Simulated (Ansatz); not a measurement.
(110) slab cut from the bulk of GaN, F-43m (No. 216); the slab's formula is GaN:

```yaml
crystal:
  lattice:
    - [3.18073, 0.00000, 0.00000]
    - [0.00000, 4.49823, 0.00000]
    - [0.00000, 0.00000, 24.54219]
  atoms:
    - { symbol: Ga, position: [0.50000, 0.50000, 0.30560] }
    - { symbol: N, position: [0.00000, 0.25000, 0.30560] }
    - { symbol: Ga, position: [0.00000, 0.00000, 0.37040] }
    - { symbol: N, position: [0.50000, 0.75000, 0.37040] }
    - { symbol: Ga, position: [0.50000, 0.50000, 0.43520] }
    - { symbol: N, position: [0.00000, 0.25000, 0.43520] }
    - { symbol: Ga, position: [0.00000, 0.00000, 0.50000] }
    - { symbol: N, position: [0.50000, 0.75000, 0.50000] }
    - { symbol: Ga, position: [0.50000, 0.50000, 0.56480] }
    - { symbol: N, position: [0.00000, 0.25000, 0.56480] }
    - { symbol: Ga, position: [0.00000, 0.00000, 0.62960] }
    - { symbol: N, position: [0.50000, 0.75000, 0.62960] }
    - { symbol: Ga, position: [0.50000, 0.50000, 0.69440] }
    - { symbol: N, position: [0.00000, 0.25000, 0.69440] }
```

Theory: Ansatz 0.2.0, DFT PBEsol, scalar-relativistic, plane waves, PAW. Plane waves to 420 eV, a k mesh through Γ of 8×6×1 on the computed 14-atom cell and Gaussian smearing (0.05 eV); no spin polarisation. The cell repeats along c with a dipole correction in the vacuum.

Task: What forces act on the atoms?

Result:
| atom | Fx (eV/Å) | Fy (eV/Å) | Fz (eV/Å) |
| --- | --- | --- | --- |
| Ga1 | 0.000 | -2.451 | 1.461 |
| N2 | 0.000 | 1.525 | -0.779 |
| Ga3 | 0.000 | 0.460 | -0.474 |
| N4 | 0.000 | 0.640 | -0.426 |
| Ga5 | 0.000 | -0.320 | 0.009 |
| N6 | 0.000 | 0.046 | 0.253 |
| Ga7 | 0.000 | 0.160 | 0.000 |
| N8 | 0.000 | 0.039 | 0.000 |
| Ga9 | 0.000 | -0.320 | -0.009 |
| N10 | 0.000 | 0.046 | -0.253 |
| Ga11 | 0.000 | 0.460 | 0.474 |
| N12 | 0.000 | 0.640 | 0.426 |
| Ga13 | 0.000 | -2.451 | -1.461 |
| N14 | 0.000 | 1.525 | 0.779 |

The reference crystal is the zinc-blende form of GaN, which isn't its usual structure.

Cost: 1 run of about 1.4 core-minutes, on Intel Xeon Processor @ 2.70GHz (shared hosts).